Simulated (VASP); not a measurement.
The system is Zr.

```
CELL_PARAMETERS angstrom
-1.76130 1.76130 1.76130
1.76130 -1.76130 1.76130
1.76130 1.76130 -1.76130
ATOMIC_POSITIONS crystal
Zr 0.00000 0.00000 0.00000
```

This isn't the form of Zr at room conditions, which is hcp.

Base run:

| Item | Value |
| --- | --- |
| Program | VASP 6.6.1 |
| Functional | PBEsol |
| Potentials or basis | VASP PAW PBE potentials, release 64 (Zr_sv) |
| Cutoff | 900 eV |
| k mesh | 16 × 16 × 16 |
| Occupations | gaussian, width 0.1 eV |
| Spin | no spin polarisation |

Its results: band gap on the k mesh none (metal or under the smearing width); pressure 0.0 GPa.

Q: The run is repeated on the same cell with these changes: cutoff from 900 eV to 520 eV; occupations from gaussian, width 0.1 eV to gaussian, width 0.5 eV. What comes out?

A: Band gap on the k mesh none (metal or under the smearing width); pressure 1.3 GPa.

Caveats: the PAW data sets were made with another functional, which shifts forces and pressure a little.
